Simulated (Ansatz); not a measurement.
A run of Ansatz 0.2.0 is set up as follows.

The input input.yaml:

```yaml
crystal:
  lattice:
    - [0.0, 3.15085, 3.15085]
    - [3.15085, 0.0, 3.15085]
    - [3.15085, 3.15085, 0.0]
  atoms:
    - { symbol: Te, position: [0.5, 0.5, 0.5] }
    - { symbol: Sn, position: [0.0, 0.0, 0.0] }
kpoints:
  mp_grid: { grid: [7, 7, 7] }
scf:
  occupations: { method: gaussian, width: 0.029 }
hamiltonian:
  xc: pbe
  pseudopotentials: { kind: all_electron, lapw: { basis_error: 0.001 } }
output:
  forces: true
  stress: true
  eigenvalues: true
```

Potentials or basis: all-electron LAPW, scalar-relativistic.

Run with:

```console
$ ansatz run input.yaml --threads 1 --pin off --max-ram 3072MiB --backend cpu --events-out ev --progress --plain --runs-dir out
```

**Question.** Predict the pressure.

**Answer.** 2.2 GPa.

Caveat: this odd mesh misses L, where the gap lies, so gap, dielectric constants and Born charges aren't listed. The run has no spin-orbit coupling, so splittings on Te are missing.
